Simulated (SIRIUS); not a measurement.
Pd:

```
CELL_PARAMETERS angstrom
0.00000 1.94650 1.94650
1.94650 0.00000 1.94650
1.94650 1.94650 0.00000
ATOMIC_POSITIONS crystal
Pd 0.00000 0.00000 0.00000
```

- Program: SIRIUS 7.10.0
- Task: relaxation of cell and atoms
- Functional: PBEsol
- Dispersion: D3
- Potentials or basis: PseudoDojo 0.4.1 PBE standard (scalar relativistic)
- Cutoff: 1127 eV
- Density cutoff: 4507 eV
- k mesh: 8 × 8 × 8
- Occupations: fermi-dirac, width 0.05 eV
- Spin: no spin polarisation

At the start: pressure -7.8 GPa; volume 14.75 Å³/atom.

Q: How do energy, volume and symmetry change on relaxing?

A: Over 3 steps the energy falls by 14.3 meV/atom and the volume is 14.18 Å³/atom (-3.9 %); space group Fm-3m (No. 225, to 0.05 Å).

The path:
```csv
step,energy change (eV),largest force (eV/Å),pressure (GPa),volume (Å³)
1,0.0000,0.0000,-7.80,14.75
2,-0.0136,0.0000,-1.80,14.30
3,-0.0143,0.0000,0.13,14.18
```

Final structure:
```cif
data_structure
_symmetry_space_group_name_H-M 'P 1'
_symmetry_Int_Tables_number 1
_cell_length_a 2.7166
_cell_length_b 2.7166
_cell_length_c 2.7166
_cell_angle_alpha 60.000
_cell_angle_beta 60.000
_cell_angle_gamma 60.000
_cell_volume 14.18
loop_
_atom_site_label
_atom_site_type_symbol
_atom_site_fract_x
_atom_site_fract_y
_atom_site_fract_z
_atom_site_occupancy
Pd1 Pd 0.00000 0.00000 0.00000 1
```

Caveat: this set's palladium file may shift the pressure by some GPa; the potentials were made for another functional, which shifts forces and pressure; pairwise dispersion overbinds metals, which lowers pressure and volume.
